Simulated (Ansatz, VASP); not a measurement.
## One calculation of PbO, two programs

```
CELL_PARAMETERS angstrom
3.20164 -0.09219 -0.09219
-0.09219 3.20164 -0.09219
-0.09219 -0.09219 3.20164
ATOMIC_POSITIONS crystal
Pb 0.00000 0.00000 0.00000
O 0.50000 0.50000 0.50000
```

Change from the starting cell: epitaxial_111 strain +3.6%.

Alike in both runs: task single point; functional r2SCAN; k mesh 8 × 8 × 8; no spin polarisation.

|  | VASP | Ansatz |
| --- | --- | --- |
| version | VASP 6.6.1 | Ansatz 0.2.0 |
| potentials or method | VASP PAW PBE potentials, release 64 (Pb_d, O) | plane waves, PAW |
| plane-wave cutoff (eV) | 520 | 500 |
| occupations | gaussian, width 0.01 eV | fixed |
| valence electrons in the cell | 20 | 20 |

```csv
,VASP,Ansatz,Ansatz less VASP
gap on the k mesh at the Fermi level (eV),0.43,0.43,-0.001
pressure (GPa),-0.9,-1.0,-0.16
largest component of the traceless stress (GPa),0.56,0.50,-0.055
```

Caveats: the PAW data sets were made with another functional, which shifts forces and pressure a little (VASP); spin-orbit coupling is left out, which as a rule narrows the gap of such compounds by several tenths of an eV. A k mesh can miss the band edges.
